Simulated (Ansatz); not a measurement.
# AlN: two normal modes frozen in, part 3 of 3

How does the energy of AlN (P6_3mc, No. 186; 4 atoms in the cell) change over two coordinates at once? A grid of runs gives the map.

Ansatz 0.2.0; DFT PBE, scalar-relativistic, plane waves, PAW. Earlier steps stand in the parts before.

**5. Changed: mp_grid.grid [6, 6, 4], mixing.algorithm broyden, mixing.beta 0.05, mixing.ndim 2**

Contents of input.yaml:

```yaml
crystal:
  lattice:
    - [3.1298889821, 0.0, 0.0]
    - [-1.564944491, 2.7105633695, 0.0]
    - [0.0, 0.0, 5.0169562974]
  atoms:
    - { symbol: Al, position: [0.3333333333, 0.6666666667, 0.0017290859] }
    - { symbol: Al, position: [0.6666666667, 0.3333333333, 0.5017290859] }
    - { symbol: "N", position: [0.3333333333, 0.6666666667, 0.3832709141] }
    - { symbol: "N", position: [0.6666666667, 0.3333333333, 0.8832709141] }
basis:
  ecutwfc: 520.0
kpoints:
  mp_grid: { grid: [6, 6, 4] }
hamiltonian:
  xc: pbe
  pseudopotentials: { kind: paw, azcp: { folder: soft_1 } }
scf:
  occupations: { method: gaussian, width: 0.05 }
  mixing: { algorithm: broyden, beta: 0.05, ndim: 2 }
output:
  forces: true
  eigenvalues: true
  stress: true
```

Started as:

```console
$ ansatz run input.yaml --threads 1 --pin off --max-ram 2048MiB --backend cpu --events-out ev --progress --plain --runs-dir out
```

Output, shortened:

```text
Warning: RAYON_NUM_THREADS=1 ignored (pool sized by the plan → 1); use --threads N
[...]
Pseudopotentials: kind: paw
Pseudopotential: Al, paw, valence charge 3, recommended cutoff 420 eV (normal), <dir>
Pseudopotential: N, paw, valence charge 5, recommended cutoff 420 eV (normal), <dir>
Functional definition: PBE
[...]
Crystal: 4 atoms, lattice volume = 42.563 Å³
[...]
  atom   3  N     -0.00000000    -0.00000000     0.00229625
  atom   4  N      0.00000000     0.00000000     0.00229625
[...]
--- Stress (GPa, compression-positive) ---
       -0.012076       0.000000      -0.000000
        0.000000      -0.012076       0.000000
       -0.000000       0.000000       0.009503
  P = ⅓ Tr σ = -0.0049 GPa (-0.049 kbar)
--- Band table (eV; the first three rows and the last of 21) ---
  k-point 0: bands = ["-8.1120", "-6.0346", "1.0462", "6.0991", "6.0991", "6.7384", "6.7384", "6.9417", "10.9799", "13.4570", "17.4024", "17.9744"]
[...]
```

Run time: 3.1 s. Hardware: 1 thread of Intel Xeon Platinum 8259CL at 2.50GHz (Skylake/Cascade Lake), shared host; peak memory 0.32 GiB.

```csv
run,ending,energy change,pressure (GPa),gap (eV),force (eV/Å),cycles,time
step 4,converged,0,0.0,4.04,0.00,6,4.4 s
variant,converged,+0.3 meV/atom,0.0,4.04,0.00,13,3.1 s
```

Changing the k-point mesh and mixing hardly moves the energy: +0.3 meV/atom.

**6. Zone-centre phonons by finite displacements**

Contents of input.yaml:

```yaml
crystal:
  lattice:
    - [3.1298889821, 0.0, 0.0]
    - [-1.564944491, 2.7105633695, 0.0]
    - [0.0, 0.0, 5.0169562974]
  atoms:
    - { symbol: Al, position: [0.3333333333, 0.6666666667, 0.0017290859] }
    - { symbol: Al, position: [0.6666666667, 0.3333333333, 0.5017290859] }
    - { symbol: "N", position: [0.3333333333, 0.6666666667, 0.3832709141] }
    - { symbol: "N", position: [0.6666666667, 0.3333333333, 0.8832709141] }
basis:
  ecutwfc: 520.0
kpoints:
  mp_grid: { grid: [9, 9, 6] }
hamiltonian:
  xc: pbe
  pseudopotentials: { kind: paw, azcp: { folder: soft_1 } }
scf:
  occupations: { method: gaussian, width: 0.05 }
output:
  eigenvalues: true
phonons:
  method: fd
  supercell: [1, 1, 1]
  amplitude: 0.02
  eigenvectors: true
  dielectric: false
```

Started as:

```console
$ ansatz run input.yaml --threads 1 --pin off --max-ram 2048MiB --backend cpu --events-out ev --progress --plain --runs-dir out
```

Output, shortened:

```text
Warning: RAYON_NUM_THREADS=1 ignored (pool sized by the plan → 1); use --threads N
[...]
[... 4 set-up lines as earlier in the session ...]
[...]
Crystal: 4 atoms, lattice volume = 42.563 Å³
[...]
  ASR residual: 9.597e-3 → 0.000e0 eV/Å²; symmetrization residual: 9.746e-3 eV/Å²
  largest component of a force at the reference: 1.3e-3 eV/Å
  ASR residual per site (eV/Å²): 9.50e-3 9.50e-3 9.60e-3 9.60e-3
  Γ frequencies (cm⁻¹): 0.00 0.00 0.00 236.54 236.54 535.85 594.37 636.05 636.05 648.63 648.63 705.57
  density of states and harmonic sums: on the 23×23×12 q-mesh, interpolated from the force constants of a 1×1×1 supercell (no non-analytic term)
  largest difference from the sums on the solved wave vectors: F 2.24e-1 eV, S 4.83e-4 and C_V 2.58e-4 eV/K
[...]
```

Run time: 48 s. Hardware: 1 thread of Intel Xeon Platinum 8259CL at 2.50GHz (Skylake/Cascade Lake), shared host; peak memory 0.47 GiB.

The modes, lowest first (cm⁻¹, without the LO–TO term): 1: 0, 2: 0, 3: 0, 4: 237, 5: 237, 6: 536, 7: 594, 8: 636, 9: 636, 10: 649, 11: 649, 12: 706. Three modes near zero are the rigid translations.

**7. Plan of the scan**

The energy is mapped over two normal modes frozen in (zone-centre modes of the cell shown).

First coordinate, amplitude of mode 4 (237 cm⁻¹), largest displacement: 7 values from −0.088 Å. Second coordinate, amplitude of mode 5 (237 cm⁻¹), largest displacement: 7 values from −0.088 Å.

Nothing else is relaxed (the cell and all other modes fixed). Energies count from the relaxed high-symmetry cell. Points are written as (first, second).

The patterns, per unit of each coordinate (Å):

```csv
atom,x1,y1,z1,x2,y2,z2
Al1,1.000,0.000,0.000,0.000,1.000,0.000
Al2,-1.000,0.000,0.000,0.000,-1.000,0.000
N3,-0.884,0.000,0.000,0.000,-0.884,0.000
N4,0.884,0.000,0.000,0.000,0.884,0.000
```

Below, 7 of the grid's runs; all are launched alike.

**8. Point (−0.059 Å, 0.088 Å)**

Contents of input.yaml:

```yaml
crystal:
  lattice:
    - [3.1298889821, 0.0, 0.0]
    - [-1.564944491, 2.7105633695, 0.0]
    - [0.0, 0.0, 5.0169562974]
  atoms:
    - { symbol: Al, position: [0.3308114623, 0.6991322423, 0.0017290859] }
    - { symbol: Al, position: [0.6691885377, 0.3008677577, 0.5017290859] }
    - { symbol: "N", position: [0.3355638102, 0.6379523843, 0.3832709141] }
    - { symbol: "N", position: [0.6644361898, 0.3620476157, 0.8832709141] }
basis:
  ecutwfc: 520.0
kpoints:
  mp_grid: { grid: [9, 9, 6] }
hamiltonian:
  xc: pbe
  pseudopotentials: { kind: paw, azcp: { folder: soft_1 } }
scf:
  occupations: { method: gaussian, width: 0.05 }
output:
  forces: true
  stress: true
  eigenvalues: true
```

Started as:

```console
$ ansatz run input.yaml --threads 1 --pin off --max-ram 2048MiB --backend cpu --events-out ev --progress --plain --runs-dir out
```

Output, shortened:

```text
Warning: RAYON_NUM_THREADS=1 ignored (pool sized by the plan → 1); use --threads N
[...]
[... 4 set-up lines as earlier in the session ...]
[...]
Crystal: 4 atoms, lattice volume = 42.563 Å³
[...]
  atom   3  N     -0.17080990     0.21781608    -0.06634816
  atom   4  N      0.17080990    -0.21781608    -0.06634816
[...]
--- Stress (GPa, compression-positive) ---
        0.099451       0.241708       0.000000
        0.241679      -1.026176      -0.000000
        0.000000      -0.000000       0.117160
  P = ⅓ Tr σ = -0.2699 GPa (-2.699 kbar)
--- Band table (eV; the first three rows and the last of 164) ---
  k-point 0: bands = ["-8.1028", "-6.0200", "1.0615", "6.0700", "6.1534", "6.5854", "6.8849", "7.0141", "10.9258", "13.4465", "17.2456", "17.6330"]
[...]
```

It took 14 s on 1 thread of Intel Xeon Platinum 8259CL at 2.50GHz (Skylake/Cascade Lake), shared host; peak memory 0.45 GiB.

Energy on the map's scale: 87 meV.

**9. Point (−0.059 Å, −0.088 Å)**

Contents of input.yaml:

```yaml
crystal:
  lattice:
    - [3.1298889821, 0.0, 0.0]
    - [-1.564944491, 2.7105633695, 0.0]
    - [0.0, 0.0, 5.0169562974]
  atoms:
    - { symbol: Al, position: [0.2983458867, 0.6342010911, 0.0017290859] }
    - { symbol: Al, position: [0.7016541133, 0.3657989089, 0.5017290859] }
    - { symbol: "N", position: [0.3642780926, 0.695380949, 0.3832709141] }
    - { symbol: "N", position: [0.6357219074, 0.304619051, 0.8832709141] }
basis:
  ecutwfc: 520.0
kpoints:
  mp_grid: { grid: [9, 9, 6] }
hamiltonian:
  xc: pbe
  pseudopotentials: { kind: paw, azcp: { folder: soft_1 } }
scf:
  occupations: { method: gaussian, width: 0.05 }
output:
  forces: true
  stress: true
  eigenvalues: true
```

Started as:

```console
$ ansatz run input.yaml --threads 1 --pin off --max-ram 2048MiB --backend cpu --events-out ev --progress --plain --runs-dir out
```

Output, shortened:

```text
Warning: RAYON_NUM_THREADS=1 ignored (pool sized by the plan → 1); use --threads N
[...]
[... 4 set-up lines as earlier in the session ...]
[...]
Crystal: 4 atoms, lattice volume = 42.563 Å³
[...]
  atom   3  N     -0.13083198    -0.23436776    -0.06641354
  atom   4  N      0.13083198     0.23436776    -0.06641354
[...]
--- Stress (GPa, compression-positive) ---
       -0.629729      -0.722951       0.000000
       -0.722996      -0.312361      -0.000000
        0.000000      -0.000000       0.140509
  P = ⅓ Tr σ = -0.2672 GPa (-2.672 kbar)
--- Band table (eV; the first three rows and the last of 164) ---
  k-point 0: bands = ["-8.1028", "-6.0201", "1.0615", "6.0723", "6.1492", "6.5813", "6.8904", "7.0142", "10.9252", "13.4444", "17.2488", "17.6116"]
[...]
```

It took 16 s on 1 thread of Intel Xeon Platinum 8259CL at 2.50GHz (Skylake/Cascade Lake), shared host; peak memory 0.45 GiB.

That is 88 meV from the zero.

**10. The run at (−0.059 Å, 0.029 Å)**

Contents of input.yaml:

```yaml
crystal:
  lattice:
    - [3.1298889821, 0.0, 0.0]
    - [-1.564944491, 2.7105633695, 0.0]
    - [0.0, 0.0, 5.0169562974]
  atoms:
    - { symbol: Al, position: [0.319983455, 0.6774762276, 0.0017290859] }
    - { symbol: Al, position: [0.680016545, 0.3225237724, 0.5017290859] }
    - { symbol: "N", position: [0.345140676, 0.6571061158, 0.3832709141] }
    - { symbol: "N", position: [0.654859324, 0.3428938842, 0.8832709141] }
basis:
  ecutwfc: 520.0
kpoints:
  mp_grid: { grid: [9, 9, 6] }
hamiltonian:
  xc: pbe
  pseudopotentials: { kind: paw, azcp: { folder: soft_1 } }
scf:
  occupations: { method: gaussian, width: 0.05 }
output:
  forces: true
  stress: true
  eigenvalues: true
```

Started as:

```console
$ ansatz run input.yaml --threads 1 --pin off --max-ram 2048MiB --backend cpu --events-out ev --progress --plain --runs-dir out
```

Output, shortened:

```text
Warning: RAYON_NUM_THREADS=1 ignored (pool sized by the plan → 1); use --threads N
[...]
[... 4 set-up lines as earlier in the session ...]
[...]
Crystal: 4 atoms, lattice volume = 42.563 Å³
[...]
  atom   3  N     -0.15693312     0.07999035    -0.02536247
  atom   4  N      0.15693312    -0.07999035    -0.02536247
[...]
--- Stress (GPa, compression-positive) ---
       -0.189994      -0.070332       0.000000
       -0.070372      -0.179039      -0.000000
        0.000000      -0.000000       0.046796
  P = ⅓ Tr σ = -0.1074 GPa (-1.074 kbar)
--- Band table (eV; the first three rows and the last of 164) ---
  k-point 0: bands = ["-8.1089", "-6.0294", "1.0518", "6.0751", "6.1322", "6.6457", "6.8269", "6.9693", "10.9588", "13.4533", "17.3356", "17.7644"]
[...]
```

Wall time 14 s (1 thread of Intel Xeon Platinum 8259CL at 2.50GHz (Skylake/Cascade Lake), shared host); peak memory 0.45 GiB.

On the map this point reads 33 meV.

**11. Grid point (−0.059 Å, −0.029 Å)**

Contents of input.yaml:

```yaml
crystal:
  lattice:
    - [3.1298889821, 0.0, 0.0]
    - [-1.564944491, 2.7105633695, 0.0]
    - [0.0, 0.0, 5.0169562974]
  atoms:
    - { symbol: Al, position: [0.309173894, 0.6558571057, 0.0017290859] }
    - { symbol: Al, position: [0.690826106, 0.3441428943, 0.5017290859] }
    - { symbol: "N", position: [0.3547012268, 0.6762272175, 0.3832709141] }
    - { symbol: "N", position: [0.6452987732, 0.3237727825, 0.8832709141] }
basis:
  ecutwfc: 520.0
kpoints:
  mp_grid: { grid: [9, 9, 6] }
hamiltonian:
  xc: pbe
  pseudopotentials: { kind: paw, azcp: { folder: soft_1 } }
scf:
  occupations: { method: gaussian, width: 0.05 }
output:
  forces: true
  stress: true
  eigenvalues: true
```

Started as:

```console
$ ansatz run input.yaml --threads 1 --pin off --max-ram 2048MiB --backend cpu --events-out ev --progress --plain --runs-dir out
```

Output, shortened:

```text
[...]
SCF converged after 6 iterations
Free energy (F): -1848.489574 eV
[...]
E sigma→0 (E₀):  -1848.489574 eV
Fermi energy:    8.963819 eV
[...]
--- Forces (eV/Å), atoms counted from 1 ---
  atom   1  Al     0.34082905     0.17401517     0.02548567
  atom   2  Al    -0.34082905    -0.17401517     0.02548567
  atom   3  N     -0.14372455    -0.07008248    -0.02544888
  atom   4  N      0.14372455     0.07008248    -0.02544888
[...]
--- Stress (GPa, compression-positive) ---
       -0.428738      -0.389207       0.000000
       -0.389252       0.040913      -0.000000
        0.000000      -0.000000       0.075709
  P = ⅓ Tr σ = -0.1040 GPa (-1.040 kbar)
--- Band table (eV; the first three rows and the last of 164) ---
  k-point 0: bands = ["-8.1089", "-6.0296", "1.0518", "6.0808", "6.1243", "6.6371", "6.8373", "6.9696", "10.9580", "13.4509", "17.3415", "17.7216"]
[...]
```

It took 14 s on 1 thread of Intel Xeon Platinum 8259CL at 2.50GHz (Skylake/Cascade Lake), shared host; peak memory 0.45 GiB.

That is 34 meV from the zero.

**12. The run at (−0.059 Å, 0.000 Å)**

Contents of input.yaml:

```yaml
crystal:
  lattice:
    - [3.1298889821, 0.0, 0.0]
    - [-1.564944491, 2.7105633695, 0.0]
    - [0.0, 0.0, 5.0169562974]
  atoms:
    - { symbol: Al, position: [0.3145786745, 0.6666666667, 0.0017290859] }
    - { symbol: Al, position: [0.6854213255, 0.3333333333, 0.5017290859] }
    - { symbol: "N", position: [0.3499209514, 0.6666666667, 0.3832709141] }
    - { symbol: "N", position: [0.6500790486, 0.3333333333, 0.8832709141] }
basis:
  ecutwfc: 520.0
kpoints:
  mp_grid: { grid: [9, 9, 6] }
hamiltonian:
  xc: pbe
  pseudopotentials: { kind: paw, azcp: { folder: soft_1 } }
scf:
  occupations: { method: gaussian, width: 0.05 }
output:
  forces: true
  stress: true
  eigenvalues: true
```

Started as:

```console
$ ansatz run input.yaml --threads 1 --pin off --max-ram 2048MiB --backend cpu --events-out ev --progress --plain --runs-dir out
```

Output, shortened:

```text
Warning: RAYON_NUM_THREADS=1 ignored (pool sized by the plan → 1); use --threads N
[...]
[... 4 set-up lines as earlier in the session ...]
[...]
Crystal: 4 atoms, lattice volume = 42.563 Å³
[...]
  atom   3  N     -0.15025384     0.00657016    -0.02014488
  atom   4  N      0.15025384    -0.00657016    -0.02014488
[...]
--- Stress (GPa, compression-positive) ---
       -0.315312      -0.228400       0.000000
       -0.228444       0.005783      -0.000000
        0.000000      -0.000000       0.054670
  P = ⅓ Tr σ = -0.0850 GPa (-0.850 kbar)
--- Band table (eV; the first three rows and the last of 164) ---
  k-point 0: bands = ["-8.1096", "-6.0307", "1.0506", "6.0794", "6.1249", "6.6513", "6.8224", "6.9638", "10.9626", "13.4530", "17.3507", "17.7647"]
[...]
```

Run time: 13 s. Hardware: 1 thread of Intel Xeon Platinum 8259CL at 2.50GHz (Skylake/Cascade Lake), shared host; peak memory 0.45 GiB.

Energy on the map's scale: 27 meV.

**13. Grid point (−0.059 Å, 0.059 Å)**

Contents of input.yaml:

```yaml
crystal:
  lattice:
    - [3.1298889821, 0.0, 0.0]
    - [-1.564944491, 2.7105633695, 0.0]
    - [0.0, 0.0, 5.0169562974]
  atoms:
    - { symbol: Al, position: [0.3254066818, 0.6883226813, 0.0017290859] }
    - { symbol: Al, position: [0.6745933182, 0.3116773187, 0.5017290859] }
    - { symbol: "N", position: [0.3403440857, 0.6475129351, 0.3832709141] }
    - { symbol: "N", position: [0.6596559143, 0.3524870649, 0.8832709141] }
basis:
  ecutwfc: 520.0
kpoints:
  mp_grid: { grid: [9, 9, 6] }
hamiltonian:
  xc: pbe
  pseudopotentials: { kind: paw, azcp: { folder: soft_1 } }
scf:
  occupations: { method: gaussian, width: 0.05 }
output:
  forces: true
  stress: true
  eigenvalues: true
```

Started as:

```console
$ ansatz run input.yaml --threads 1 --pin off --max-ram 2048MiB --backend cpu --events-out ev --progress --plain --runs-dir out
```

Output, shortened:

```text
[...]
SCF converged after 6 iterations
Free energy (F): -1848.470630 eV
[...]
E sigma→0 (E₀):  -1848.470630 eV
Fermi energy:    8.966419 eV
[...]
--- Forces (eV/Å), atoms counted from 1 ---
  atom   1  Al     0.29458443    -0.32531674     0.04103225
  atom   2  Al    -0.29458443     0.32531674     0.04103225
  atom   3  N     -0.16380717     0.15056365    -0.04099066
  atom   4  N      0.16380717    -0.15056365    -0.04099066
[...]
--- Stress (GPa, compression-positive) ---
       -0.051338       0.086429       0.000000
        0.086394      -0.521672      -0.000000
        0.000000      -0.000000       0.062681
  P = ⅓ Tr σ = -0.1701 GPa (-1.701 kbar)
--- Band table (eV; the first three rows and the last of 164) ---
  k-point 0: bands = ["-8.1066", "-6.0258", "1.0555", "6.0714", "6.1424", "6.6210", "6.8504", "6.9863", "10.9466", "13.4513", "17.2993", "17.7136"]
[...]
```

Wall time 11 s (1 thread of Intel Xeon Platinum 8259CL at 2.50GHz (Skylake/Cascade Lake), shared host); peak memory 0.45 GiB.

On the map this point reads 53 meV.

**14. Grid point (−0.059 Å, −0.059 Å)**

Contents of input.yaml:

```yaml
crystal:
  lattice:
    - [3.1298889821, 0.0, 0.0]
    - [-1.564944491, 2.7105633695, 0.0]
    - [0.0, 0.0, 5.0169562974]
  atoms:
    - { symbol: Al, position: [0.3037506672, 0.645010652, 0.0017290859] }
    - { symbol: Al, position: [0.6962493328, 0.354989348, 0.5017290859] }
    - { symbol: "N", position: [0.3594978172, 0.6858203982, 0.3832709141] }
    - { symbol: "N", position: [0.6405021828, 0.3141796018, 0.8832709141] }
basis:
  ecutwfc: 520.0
kpoints:
  mp_grid: { grid: [9, 9, 6] }
hamiltonian:
  xc: pbe
  pseudopotentials: { kind: paw, azcp: { folder: soft_1 } }
scf:
  occupations: { method: gaussian, width: 0.05 }
output:
  forces: true
  stress: true
  eigenvalues: true
```

Started as:

```console
$ ansatz run input.yaml --threads 1 --pin off --max-ram 2048MiB --backend cpu --events-out ev --progress --plain --runs-dir out
```

Output, shortened:

```text
[...]
SCF converged after 6 iterations
Free energy (F): -1848.469142 eV
[...]
E sigma→0 (E₀):  -1848.469142 eV
Fermi energy:    8.966014 eV
[...]
--- Forces (eV/Å), atoms counted from 1 ---
  atom   1  Al     0.35582981     0.32509604     0.04115614
  atom   2  Al    -0.35582981    -0.32509604     0.04115614
  atom   3  N     -0.13726355    -0.15048826    -0.04111348
  atom   4  N      0.13726355     0.15048826    -0.04111348
[...]
--- Stress (GPa, compression-positive) ---
       -0.532744      -0.554173       0.000000
       -0.554219      -0.067574      -0.000000
        0.000000      -0.000000       0.104516
  P = ⅓ Tr σ = -0.1653 GPa (-1.653 kbar)
--- Band table (eV; the first three rows and the last of 164) ---
  k-point 0: bands = ["-8.1066", "-6.0261", "1.0555", "6.0775", "6.1331", "6.6113", "6.8625", "6.9866", "10.9454", "13.4477", "17.3067", "17.6643"]
[...]
```

Wall time 15 s (1 thread of Intel Xeon Platinum 8259CL at 2.50GHz (Skylake/Cascade Lake), shared host); peak memory 0.45 GiB.

That is 55 meV from the zero.

**15. All points together**

28 points were computed, 21 more follow by symmetry. Energies in meV, from the relaxed high-symmetry cell:

```
amplitude of mode 5 (237 cm⁻¹), largest displacement (Å) ↓, amplitude of mode 4 (237 cm⁻¹), largest displacement (Å) →  −0.088  −0.059  −0.029  0.000  0.029  0.059  0.088
                                                                                                                 0.088     118      87      68     62     68     87    118
                                                                                                                 0.059      85      53      34     27     34     53     85
                                                                                                                 0.029      66      33      13      7     13     33     66
                                                                                                                 0.000      60      27       7      0      7     27     60
                                                                                                                −0.029      68      34      14      7     14     34     68
                                                                                                                −0.059      89      55      34     27     34     55     89
                                                                                                                −0.088     123      88      66     59     66     88    123
```

On the same grid, pressure (GPa):

```tsv
amplitude of mode 5 (237 cm⁻¹), largest displacement (Å) ↓, amplitude of mode 4 (237 cm⁻¹), largest displacement (Å) →	−0.088	−0.059	−0.029	0.000	0.029	0.059	0.088
0.088	−0.38	−0.27	−0.20	−0.18	−0.20	−0.27	−0.38
0.059	−0.28	−0.17	−0.10	−0.08	−0.10	−0.17	−0.28
0.029	−0.21	−0.11	−0.04	−0.02	−0.04	−0.11	−0.21
0.000	−0.19	−0.09	−0.02	0.00	−0.02	−0.09	−0.19
−0.029	−0.20	−0.10	−0.04	−0.02	−0.04	−0.10	−0.20
−0.059	−0.26	−0.17	−0.11	−0.09	−0.11	−0.17	−0.26
−0.088	−0.36	−0.27	−0.21	−0.19	−0.21	−0.27	−0.36
```

**16. Results**

The summary covers parts 1 to 3. Changes of volume or cell count from the first structure of part 1.

| quantity | value |
| --- | --- |
| relaxed cell | a = 3.130 Å, b = 3.130 Å, c = 5.017 Å, α = 90.00°, β = 90.00°, γ = 120.00° |
| space group (0.01 Å) | P6_3mc (No. 186) |
| volume | 10.64 Å³/atom |
| lowest point | (0.000 Å, 0.000 Å), 0 meV |
| highest computed point | (−0.088 Å, −0.088 Å), 123 meV above the lowest |
| modes | 12 from 0 to 706 cm⁻¹ |
| pressure (GPa) | −0.38 at (−0.088 Å, 0.088 Å) to 0.00 at (0.000 Å, 0.000 Å); 0.00 at the lowest point |
| time for all points | 5.8 min on 1 thread, shared host |
| step 5, run with mp_grid.grid [6, 6, 4], mixing.algorithm broyden, mixing.beta 0.05, mixing.ndim 2 (against step 4) | +0.3 meV/atom |

What this shows: Relaxation raised the volume by 2.0 %. PBE usually gives cells somewhat too large. Against the measured lattice constant a of AlN, 3.11197 Å (a printed reference work, monograph), the calculated 3.130 Å is off by +0.6 %. Measured lattice constant c of AlN: 4.9808 Å (quoted in “Self-assembly of well-separated AlN nanowires directly on sputtered metallic TiN films”, 2019, arxiv:1910.07391). This calculation gives 5.017 Å (+0.7 %). That is the cell relaxed with PBE, without thermal expansion or zero-point motion. No mode of this cell is imaginary beyond 10 cm⁻¹; other wave vectors were not probed. The lowest computed point is at (0.000 Å, 0.000 Å), which is the relaxed high-symmetry cell itself. The grid shows no other well, apart from its symmetry copies. The highest computed point, (−0.088 Å, −0.088 Å), lies 123 meV above the lowest. Round the minimum the two coordinates are nearly uncoupled. A rigid map gives upper bounds: relaxing the other coordinates can only lower a point.
